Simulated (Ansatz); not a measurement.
# ZrS2: the cost of one run

Method: DFT PBE+D3(BJ), scalar-relativistic, plane waves, PAW, in Ansatz 0.2.0.

3 further runs of the same task are left out: 3 set aside as unsound or not needed.

### Step 1. The starting structure

Symmetry: P-3m1, No. 164, trigonal system. The conventional cell has a = 3.635 Å, b = 3.635 Å, c = 5.720 Å, α = 90.00°, β = 90.00°, γ = 120.00°. Zr (site symmetry -3m) is surrounded by 6 S at 2.56 Å. S (site symmetry 3m) is surrounded by 3 Zr at 2.56 Å.

Structure file:

```cif
data_structure
_symmetry_space_group_name_H-M 'P-3m1'
_symmetry_Int_Tables_number 164
_cell_length_a 3.6351
_cell_length_b 3.6351
_cell_length_c 5.7204
_cell_angle_alpha 90.000
_cell_angle_beta 90.000
_cell_angle_gamma 120.000
_cell_volume 65.46
loop_
_atom_site_label
_atom_site_type_symbol
_atom_site_symmetry_multiplicity
_atom_site_Wyckoff_symbol
_atom_site_fract_x
_atom_site_fract_y
_atom_site_fract_z
_atom_site_occupancy
Zr1 Zr 1 a 0.00000 0.00000 0.00000 1
S1 S 2 d 0.66667 0.33333 0.74473 1
```

It goes back to an entry of the Materials Project.

This cell was relaxed beforehand with the same method: volume 21.82 Å³/atom, gap on the mesh 0.70 eV.

### Step 2. Elastic constants, atoms relaxed

Contents of input.yaml:

```yaml
crystal:
  lattice:
    - [3.6351095489, 0.0, 0.0]
    - [-1.8175547744, 3.1480972149, 0.0]
    - [0.0, 0.0, 5.7204026245]
  atoms:
    - { symbol: Zr, position: [0.0, 0.0, 0.0] }
    - { symbol: S, position: [0.6666666667, 0.3333333333, 0.7447288747] }
    - { symbol: S, position: [0.3333333333, 0.6666666667, 0.2552711253] }
basis:
  ecutwfc: 420
kpoints:
  mp_grid: { grid: [9, 9, 6] }
hamiltonian:
  xc: pbe
  dispersion: d3bj
scf:
  occupations: { method: fixed }
output:
  forces: true
  stress: true
  eigenvalues: true
elastic:
  mode: relaxed_ion
  stencil: two_point
```

Launch:

```console
ansatz run input.yaml --threads 1 --pin off --max-ram 2560MiB --backend cpu --events-out ev --progress --plain --runs-dir out
```

What time and memory should one allow on 1 thread of Intel Xeon Platinum 8488C (Sapphire Rapids), shared host?

About 1.8 min, with a peak of 0.55 GiB.
